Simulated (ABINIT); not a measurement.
The system is TiO2.

```
Ti O
1.0
     4.59984    0.00000    0.00000
     0.00000    4.59984    0.00000
     0.00000    0.00000    2.95921
Ti O
2 4
Direct
  0.00000 0.00000 0.50000
  0.50000 0.50000 0.00000
  0.30432 0.30432 0.50000
  0.19568 0.80432 0.00000
  0.80432 0.19568 0.00000
  0.69568 0.69568 0.50000
```

The cell is a database's computed one.

```yaml
Program: ABINIT 10.8.3 (patched build)
Task: relaxation of cell and atoms
Functional: PBE
Potentials_or_basis: PseudoDojo NC SR PBE v0.4.1 standard
Cutoff: 1143 eV
k_mesh: 4 × 4 × 7
Occupations: fermi-dirac, width 0.05 eV
Spin: no spin polarisation
```

At the start: pressure 3.7 GPa; volume 10.44 Å³/atom.

Q: How do energy, volume and symmetry change on relaxing?

A: Over 10 steps the energy falls by 2.3 meV/atom and the volume is 10.63 Å³/atom (+1.8 %); space group P4_2/mnm (No. 136, to 0.05 Å).

Step by step:
```csv
step,energy change (eV),largest force (eV/Å),pressure (GPa),volume (Å³)
1,0.0000,0.0197,3.69,62.61
2,-0.0106,0.0674,1.04,63.32
3,-0.0125,0.0722,-0.03,63.65
4,-0.0131,0.0569,-0.26,63.75
5,-0.0136,0.0233,-0.19,63.79
6,-0.0137,0.0106,-0.05,63.76
7,-0.0137,0.0056,0.01,63.75
8,-0.0137,0.0021,0.03,63.74
9,-0.0137,0.0001,0.02,63.75
10,-0.0137,0.0001,0.00,63.75
```

Final structure:
```
Ti O
1.0
     4.63845    0.00000    0.00000
     0.00000    4.63845    0.00000
     0.00000    0.00000    2.96303
Ti O
2 4
Direct
  0.00000 0.00000 0.50000
  0.50000 0.50000 0.00000
  0.30516 0.30516 0.50000
  0.19484 0.80516 0.00000
  0.80516 0.19484 0.00000
  0.69484 0.69484 0.50000
```
